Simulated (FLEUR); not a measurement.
# TePb (Fm-3m) in FLEUR: notebook

The runs below take TePb through single point, with PBE.

Program: FLEUR MaX-R8.1 (later development tree). These are calculated values, not measurements. Logs are shortened: lines on timing, memory, paths and dates and some standing lists are left out, and cuts for length are marked.

**1. The crystal as given**

Symmetry: Fm-3m, No. 225, cubic system. The conventional cell has a = 6.462 Å, b = 6.462 Å, c = 6.462 Å, α = 90.00°, β = 90.00°, γ = 90.00°. Pb (site symmetry m-3m) is surrounded by 6 Te at 3.23 Å. Around Te (site symmetry m-3m) lie 6 Pb at 3.23 Å.

**2. Single point, PBE**

inp.xml reads:

```xml
<?xml version="1.0" encoding="UTF-8" standalone="no"?>
<fleurInput fleurInputVersion="0.39">
   <comment>
      TePb                                                                                                
   </comment>
   <calculationSetup>
      <cutoffs Kmax="4.1" Gmax="12.7" GmaxXC="12.7" numbands="0"/>
      <scfLoop itmax="60" minDistance="0.00001" maxIterBroyd="15" imix="Anderson" alpha="0.05" precondParam="0.0" spinf="2.0" sdNocoIR="T"/>
      <coreElectrons ctail="T" frcor="F" kcrel="0" coretail_lmax="0"/>
      <xcFunctional name="pbe" relativisticCorrections="F"/>
      <magnetism jspins="1"/>
      <soc l_soc="F" theta="0.0" phi="0.0" spav="F"/>
      <expertModes spex="0" secvar="F"/>
      <geometryOptimization l_f="T" forcealpha="1.0" forcemix="BFGS" epsdisp="0.0005" epsforce="0.0002"/>
      <ldaU l_linMix="F" mixParam="0.05" spinf="1.0"/>
   </calculationSetup>
   <cell>
      <bzIntegration valenceElectrons="42.0" mode="hist" fermiSmearingEnergy="0.00183747">
         <kPointListSelection listName="default-1"/>
         <!-- k-points included here -->
         <xi:include xmlns:xi="http://www.w3.org/2001/XInclude" href="kpts.xml"> </xi:include>
      </bzIntegration>
      <!-- symmetry operations included here -->
      <xi:include xmlns:xi="http://www.w3.org/2001/XInclude" href="sym.xml"> </xi:include>
      <bulkLattice scale="1.0">
         <bravaisMatrix>
            <row-1>    0.0000000000000000     6.1057051085825993     6.1057051085825993</row-1>
            <row-2>    6.1057051085825993     0.0000000000000000     6.1057051085825993</row-2>
            <row-3>    6.1057051085825993     6.1057051085825993     0.0000000000000000</row-3>
         </bravaisMatrix>
      </bulkLattice>
   </cell>
   <atomSpecies>
      <species name="Lead (Pb)" element="Pb" atomicNumber="82">
         <mtSphere radius="2.66" gridPoints="879" logIncrement="0.015"/>
         <atomicCutoffs lmax="11" lnonsphr="8"/>
         <electronConfig flipSpins="F">
            <coreConfig>(1s1/2) (2s1/2) (2p1/2) (2p3/2) (3s1/2) (3p1/2) (3p3/2) (4s1/2) (3d3/2) (3d5/2) (4p1/2) (4p3/2) (4d3/2) (4d5/2) (4f5/2) (4f7/2) (5s1/2)</coreConfig>
            <valenceConfig>(5p1/2) (5p3/2) (6s1/2) (5d3/2) (5d5/2) (6p1/2) (6p3/2)</valenceConfig>
            <stateOccupation state="(6p1/2)" spinUp="0.333333" spinDown="0.333333"/>
            <stateOccupation state="(6p3/2)" spinUp="0.666667" spinDown="0.666667"/>
         </electronConfig>
         <energyParameters s="6" p="6" d="5" f="5"/>
         <lo type="SCLO" l="1" n="5" eDeriv="0"/>
         <lo type="SCLO" l="1" n="5" eDeriv="1"/>
         <lo type="SCLO" l="0" n="6" eDeriv="2"/>
         <lo type="SCLO" l="2" n="5" eDeriv="2"/>
         <lo type="SCLO" l="3" n="5" eDeriv="2"/>
      </species>
      <species name="Tellurium (Te)" element="Te" atomicNumber="52">
         <mtSphere radius="2.66" gridPoints="879" logIncrement="0.015"/>
         <atomicCutoffs lmax="11" lnonsphr="8"/>
         <electronConfig flipSpins="F">
            <coreConfig>(1s1/2) (2s1/2) (2p1/2) (2p3/2) (3s1/2) (3p1/2) (3p3/2) (4s1/2) (3d3/2) (3d5/2)</coreConfig>
            <valenceConfig>(4p1/2) (4p3/2) (5s1/2) (4d3/2) (4d5/2) (5p1/2) (5p3/2)</valenceConfig>
            <stateOccupation state="(5p1/2)" spinUp="0.666667" spinDown="0.666667"/>
            <stateOccupation state="(5p3/2)" spinUp="1.333333" spinDown="1.333333"/>
         </electronConfig>
         <energyParameters s="5" p="5" d="5" f="4"/>
         <lo type="SCLO" l="1" n="4" eDeriv="0"/>
         <lo type="SCLO" l="1" n="4" eDeriv="1"/>
         <lo type="SCLO" l="2" n="4" eDeriv="0"/>
         <lo type="SCLO" l="2" n="4" eDeriv="1"/>
         <lo type="SCLO" l="0" n="5" eDeriv="2"/>
         <lo type="SCLO" l="3" n="4" eDeriv="2"/>
      </species>
   </atomSpecies>
   <atomGroups>
      <atomGroup species="Lead (Pb)">
         <relPos label="                   1">.0000000000 .0000000000 .0000000000</relPos>
         <force calculate="T" relaxXYZ="TTT"/>
      </atomGroup>
      <atomGroup species="Tellurium (Te)">
         <relPos label="                   2">1.000/2.000 1.000/2.000 1.000/2.000</relPos>
         <force calculate="T" relaxXYZ="TTT"/>
      </atomGroup>
   </atomGroups>
   <output dos="F" band="F" slice="F">
      <checks vchk="F" cdinf="F"/>
      <bandDOS minEnergy="-.5*Htr" maxEnergy="0.5*Htr" sigma="0.015" storeEVData="T"/>
      <vacuumDOS vacdos="F" integ="F" star="F" nstars="0" locx1="0.0" locy1="0.0" locx2="0.0" locy2="0.0" nstm="0" tworkf="0.0"/>
      <unfoldingBand unfoldBand="F" supercellX="1" supercellY="1" supercellZ="1"/>
      <plotting iplot="0" polar="F">
         <plot TwoD="T" vec1="  1.0  0.0  0.0" vec2="  0.0  1.0  0.0" vec3="  0.0  0.0  1.0" zero="  0.0  0.0  0.0" file="plot"/>
      </plotting>
      <chargeDensitySlicing numkpt="0" minEigenval="0.0" maxEigenval="0.0" nnne="0" pallst="F"/>
      <specialOutput eonly="F"/>
      <moessbauerParams electricFieldGradient="T" isomerShift="T" coreHyperfine="T" valenceHyperfine="T"/>
      <magneticCircularDichroism mcd="F" energyLo="-10.0" energyUp="0.0"/>
   </output>
  <!-- We include the file relax.xml here to enable relaxations (see documentation) -->
  <xi:include xmlns:xi="http://www.w3.org/2001/XInclude" href="relax.xml"> <xi:fallback/> </xi:include>
</fleurInput>
```

crystal.txt reads:

```
TePb
&input cartesian=F /
0.0000000000  3.2310000000  3.2310000000
3.2310000000  0.0000000000  3.2310000000
3.2310000000  3.2310000000  0.0000000000
1.8897261246
1.0 1.0 1.0

2
82 0.0000000000  0.0000000000  0.0000000000
52 0.5000000000  0.5000000000  0.5000000000

&kpt div1=7 div2=7 div3=7 gamma=T /
```

Potentials or basis: all-electron, FLAPW.

Command:

```console
$ inpgen -f crystal.txt -profile fastHighL
$ # inp.xml edited to the form shown
$ fleur_MPI
```

The log of the run:

```text
Welcome to FLEUR        (www.flapw.de)
      MaX-Release 8.1          (www.max-centre.eu)

 ========== k-point set info ==========
 Selected k-point list: default-1
 k-point list type: mesh
 7 x 7 x 7
 Number of k points: 20

 ------------Calculation Setup---------------------------
 Number of MPI-tasks      :            1
 Number of PE/node        :            1
 Number of OMP-threads    :            1
 Most efficient MPI parallelization for:
           1           2           4           5          10          20
 Additional eigenvalue parallelization possible
 Number of basis functions:          625
 Approximate size of matrices (H+S) per k-point:         0.006 GB
 --------------------------------------------------------
 Iteration:     1   Distance:       8.27830856 me/bohr^3
 Iteration:     2   Distance:       7.75242034 me/bohr^3
 Iteration:     3   Distance:       3.21736102 me/bohr^3
 Iteration:     4   Distance:       0.95834350 me/bohr^3
 Iteration:     5   Distance:       0.67066655 me/bohr^3
 Iteration:     6   Distance:       0.07166772 me/bohr^3
 Iteration:     7   Distance:       0.05855617 me/bohr^3
 Iteration:     8   Distance:       0.01553609 me/bohr^3
 Iteration:     9   Distance:       0.00149030 me/bohr^3
 Iteration:    10   Distance:       0.00100381 me/bohr^3
 Iteration:    11   Distance:       0.00051393 me/bohr^3
 Iteration:    12   Distance:       0.00008565 me/bohr^3
 Iteration:    13   Distance:       0.00004715 me/bohr^3
 Iteration:    14   Distance:       0.00001105 me/bohr^3
 Iteration:    15   Distance:       0.00000107 me/bohr^3

 ********************************************************************
 Run finished successfully
 Stop message:
   Structural relaxation: Done
 ********************************************************************
```

out.xml (last iteration):

```text
<iteration numberForCurrentRun="   16" overallNumber="   16">
         <energyParameters units="Htr">
            <atomicEP atomType="1" spin="1" branch="6s" branchLowest="-4.90" branchHighest="0.54" value="-0.0865771933"/>
            <atomicEP atomType="1" spin="1" branch="6p" branchLowest="-2.76" branchHighest="1.37" value="0.1971832282"/>
            <atomicEP atomType="1" spin="1" branch="5d" branchLowest="-14.35" branchHighest="-0.33" value="-0.3552038659"/>
            <atomicEP atomType="1" spin="1" branch="5f" branchLowest="-4.49" branchHighest="1.83" value="0.5370767422"/>
            <loAtomicEP atomType="1" spin="1" branch="5p" branchLowest="-23.28" branchHighest="-2.76" value="-2.8238319031"/>
            <loAtomicEP atomType="1" spin="1" branch="5p" branchLowest="-23.28" branchHighest="-2.76" value="-2.8238319031"/>
            <loAtomicEP atomType="1" spin="1" branch="6s" branchLowest="-4.90" branchHighest="0.54" value="-0.0865771933"/>
            <loAtomicEP atomType="1" spin="1" branch="5d" branchLowest="-14.35" branchHighest="-0.33" value="-0.3867394672"/>
            <loAtomicEP atomType="1" spin="1" branch="5f" branchLowest="-4.49" branchHighest="1.83" value="0.5370635948"/>
            <atomicEP atomType="2" spin="1" branch="5s" branchLowest="-5.61" branchHighest="0.30" value="-0.1703860048"/>
            <atomicEP atomType="2" spin="1" branch="5p" branchLowest="-3.77" branchHighest="0.93" value="0.1273362259"/>
            <atomicEP atomType="2" spin="1" branch="5d" branchLowest="-1.09" branchHighest="2.02" value="0.3739814365"/>
            <atomicEP atomType="2" spin="1" branch="4f" branchLowest="-9.99" branchHighest="1.53" value="0.5321825311"/>
            <loAtomicEP atomType="2" spin="1" branch="4p" branchLowest="-29.09" branchHighest="-3.77" value="-3.7868044337"/>
            <loAtomicEP atomType="2" spin="1" branch="4p" branchLowest="-29.09" branchHighest="-3.77" value="-3.7868044337"/>
            <loAtomicEP atomType="2" spin="1" branch="4d" branchLowest="-20.14" branchHighest="-1.09" value="-1.1019727395"/>
            <loAtomicEP atomType="2" spin="1" branch="4d" branchLowest="-20.14" branchHighest="-1.09" value="-1.1019727395"/>
            <loAtomicEP atomType="2" spin="1" branch="5s" branchLowest="-5.61" branchHighest="0.30" value="-0.1703860048"/>
            <loAtomicEP atomType="2" spin="1" branch="4f" branchLowest="-9.99" branchHighest="1.53" value="0.5321827094"/>
         </energyParameters>
         <eigenvalues>
            <eigenvaluesAt spin="1" ikpt="1" k_x="0.00000000" k_y="0.00000000" k_z="0.00000000">
                      -3.7752501698       -3.7752501698       -3.7752501698       -2.7588877125       -2.7588877125
                      -2.7588877125       -1.1052220396       -1.1052220396       -1.1050224251       -1.1050224251
                      -1.1050224251       -0.3906388504       -0.3906388504       -0.3903283489       -0.3903283489
                      -0.3903283489       -0.2179216929        0.0183424288        0.1743598835        0.1743598835
                       0.1743598835        0.3739945380        0.3739945380        0.3739945380        0.4378126670
                       0.4378126670        0.4378126670        0.4943548742        0.5034534837        0.5200439635
                       0.5200439635        0.8918452230        0.8918452230
            </eigenvaluesAt>
            <eigenvaluesAt spin="1" ikpt="2" k_x="0.00000000" k_y="0.00000000" k_z="0.14285714">
                      -3.7752501942       -3.7752501716       -3.7752501716       -2.7588879011       -2.7588877425
                      -2.7588877425       -1.1052209436       -1.1052209436       -1.1050210596       -1.1050192313
                      -1.1050192313       -0.3907355158       -0.3907355158       -0.3903114113       -0.3902240753
                      -0.3902240753       -0.2115156976       -0.0021008334        0.1762794260        0.1762794260
                       0.1856124543        0.3391362634        0.3468211797        0.3468211797        0.4316167294
                       0.4518220563        0.4518220563        0.5424122285        0.5524410162        0.5593732942
                       0.5593732942        0.8301536508        0.8301536508
[... 4 lines left out ...]
                      -1.1050122044       -0.3909873056       -0.3909873056       -0.3902759723       -0.3899540392
[... 60 lines left out ...]
         </allElectronCharges>
         <moessbauerParams unitsHFF="kG" unitsIS="e/bohr^3" unitsEFG="Htr/bohr^2">
            <coreIsomerShift atomType="1" isTotal="2990758.91793">
               <shell n="1" l="0" isomerShift="2456519.37363"/>
               <shell n="2" l="0" isomerShift="379129.90131"/>
               <shell n="2" l="1" isomerShift="30103.48491"/>
               <shell n="3" l="0" isomerShift="87671.86973"/>
               <shell n="3" l="1" isomerShift="7816.61192"/>
               <shell n="4" l="0" isomerShift="22673.60729"/>
               <shell n="3" l="2" isomerShift="0.00328"/>
               <shell n="4" l="1" isomerShift="1997.28194"/>
               <shell n="4" l="2" isomerShift="0.00091"/>
               <shell n="4" l="3" isomerShift="0.00000"/>
               <shell n="5" l="0" isomerShift="4846.78301"/>
            </coreIsomerShift>
            <coreIsomerShift atomType="2" isTotal="232178.39537">
               <shell n="1" l="0" isomerShift="201660.30693"/>
               <shell n="2" l="0" isomerShift="24008.81264"/>
               <shell n="2" l="1" isomerShift="632.51208"/>
               <shell n="3" l="0" isomerShift="4745.13886"/>
               <shell n="3" l="1" isomerShift="135.56135"/>
               <shell n="4" l="0" isomerShift="996.06347"/>
               <shell n="3" l="2" isomerShift="0.00003"/>
            </coreIsomerShift>
            <isomerShift atomType="1" nucleusRadius="0.0001398" averageDensity="2991347.54108"/>
            <isomerShift atomType="2" nucleusRadius="0.0001189" averageDensity="232295.33711"/>
            <electricFieldGradient atomType="1" VXX="0.00000" VYY="0.00000" VZZ="0.00000" asymParam="0.00000">
            </electricFieldGradient>
            <electricFieldGradient atomType="2" VXX="0.00000" VYY="0.00000" VZZ="0.00000" asymParam="0.00000">
            </electricFieldGradient>
         </moessbauerParams>
         <totalEnergy                                    value="   -27725.1461803443" units="Htr">
            <sumOfEigenvalues                            value="   -17071.9058108943">
               <coreElectrons value="-17018.1937520403"/>
               <valenceElectrons value="-53.7120588540"/>
            </sumOfEigenvalues>
            <densityCoulombPotentialIntegral value="-47884.2415032553"/>
            <densityEffectivePotentialIntegral value="-48625.0565403598"/>
            <chargeDenXCDenIntegral value="-566.4786335110"/>
            <FockExchangeEnergyValence value="0.0000000000"/>
            <FockExchangeEnergyCore value="0.0000000000"/>
            <atomTypeDependentContributions atomType="1">
               <electronNucleiInteractionDifferentMTs value="26464.3797035352"/>
               <MadelungTerm value="-39.5709400436"/>
            </atomTypeDependentContributions>
            <atomTypeDependentContributions atomType="2">
               <electronNucleiInteractionDifferentMTs value="8241.6963610310"/>
               <MadelungTerm value="-24.0505200612"/>
            </atomTypeDependentContributions>
            <tkbTimesEntropy value="0.0000000000"/>
            <freeEnergy value="-27725.1461803443"/>
            <extrapolationTo0K value="-27725.1461803443"/>
         </totalEnergy>
         <totalForcesOnRepresentativeAtoms units="Htr/bohr">
            <forceTotal atomType="1" x="0.000000" y="0.000000" z="0.000000" F_x="0.00000000" F_y="0.00000000" F_z="0.00000000"/>
            <forceTotal atomType="2" x="6.105705" y="6.105705" z="6.105705" F_x="0.00000000" F_y="0.00000000" F_z="0.00000000"/>
         </totalForcesOnRepresentativeAtoms>
      </iteration>
```

It took 75 s on 1 thread of Arm Neoverse V1, shared host; peak memory 0.07 GiB.

Results:

```yaml
Free_energy: -754439.6614 eV
Valence_electrons_inside_the_program's_atomic_spheres: Pb 17.93; Te 20.15 (radii Pb 2.66, Te 2.66 bohr)
```

Core levels (eV from the Fermi level):
| atom | levels |
| --- | --- |
| 1 Pb | 1s1/2 -87978.6, 2s1/2 -15718.7, 2p1/2 -15092.8, 2p3/2 -12902.7, 3s1/2 -3769.7, 3p1/2 -3487.7, 3p3/2 -2999.0, 4s1/2 -850.2, 3d3/2 -2536.6, 3d5/2 -2432.6, 4p1/2 -728.3, 4p3/2 -608.6, 4d3/2 -410.3, 4d5/2 -387.9, 4f5/2 -131.1, 4f7/2 -126.1, 5s1/2 -139.3 |
| 2 Te | 1s1/2 -31602.0, 2s1/2 -4840.1, 2p1/2 -4534.3, 2p3/2 -4259.8, 3s1/2 -958.9, 3p1/2 -833.2, 3p3/2 -782.0, 4s1/2 -158.7, 3d3/2 -560.4, 3d5/2 -549.7 |

Caveat: this odd mesh misses L, where the gap lies, so gap, dielectric constants and Born charges aren't listed. The run has no spin-orbit coupling, so splittings on Pb, Te are missing.

**3. Single point, PBE (atoms moved at random, drawn with an rms of 0.05 Å)**

Changes to inp.xml since step 2:

```diff
@@ -69,3 +69,3 @@
       <atomGroup species="Lead (Pb)">
-         <relPos label="                   1">.0000000000 .0000000000 .0000000000</relPos>
+         <relPos label="                   1">-.0079100000 .0079720000 -.0046860000</relPos>
          <force calculate="T" relaxXYZ="TTT"/>
@@ -73,3 +73,3 @@
       <atomGroup species="Tellurium (Te)">
-         <relPos label="                   2">1.000/2.000 1.000/2.000 1.000/2.000</relPos>
+         <relPos label="                   2">-.4936740000 -.4918940000 .4904920000</relPos>
          <force calculate="T" relaxXYZ="TTT"/>
```

Changes to crystal.txt since step 2:

```diff
@@ -9,4 +9,4 @@
 2
-82 0.0000000000  0.0000000000  0.0000000000
-52 0.5000000000  0.5000000000  0.5000000000
+82 -0.0079100000  0.0079720000  -0.0046860000
+52 0.5063260000  0.5081060000  0.4904920000
```

Potentials or basis: all-electron, FLAPW.

Command:

```console
$ inpgen -f crystal.txt -profile fastHighL
$ # inp.xml edited to the form shown
$ fleur_MPI
```

Run time: 26 min. Hardware: 1 thread of Arm Neoverse V1, shared host; peak memory 0.31 GiB.

Results (log left out):

| Property | Result |
| --- | --- |
| Free energy | -754439.6604 eV |
| Largest force | 0.037 eV/Å |
| Band gap on the k mesh | 1.01 eV, direct |
| Valence electrons inside the program's atomic spheres | Pb 17.93; Te 20.15 (radii Pb 2.66, Te 2.66 bohr) |

Forces on the atoms (eV/Å):
```
Pb  -0.009  0.019  0.030
Te   0.009 -0.019 -0.030
```

Levels at points of the mesh, in eV from the valence-band top:
```tsv
k point	band 18	band 19	band 20	band 21	band 22	band 23	band 24	band 25
(0.00, 0.00, 0.00)	-5.49	-1.25	-1.25	-1.24	4.16	4.17	4.19	5.92
```

Core levels (eV from the Fermi level):
```tsv
atom	levels
1 Pb	1s1/2 -87978.6, 2s1/2 -15718.7, 2p1/2 -15092.8, 2p3/2 -12902.7, 3s1/2 -3769.7, 3p1/2 -3487.7, 3p3/2 -2999.0, 4s1/2 -850.2, 3d3/2 -2536.6, 3d5/2 -2432.6, 4p1/2 -728.3, 4p3/2 -608.6, 4d3/2 -410.2, 4d5/2 -387.9, 4f5/2 -131.1, 4f7/2 -126.1, 5s1/2 -139.3
2 Te	1s1/2 -31602.0, 2s1/2 -4840.1, 2p1/2 -4534.3, 2p3/2 -4259.8, 3s1/2 -958.9, 3p1/2 -833.2, 3p3/2 -782.0, 4s1/2 -158.7, 3d3/2 -560.4, 3d5/2 -549.7
```

Caveat: spin-orbit coupling is left out, which as a rule narrows the gap of such compounds by several tenths of an eV; an odd mesh through Γ misses points on the zone boundary, where band edges often lie.
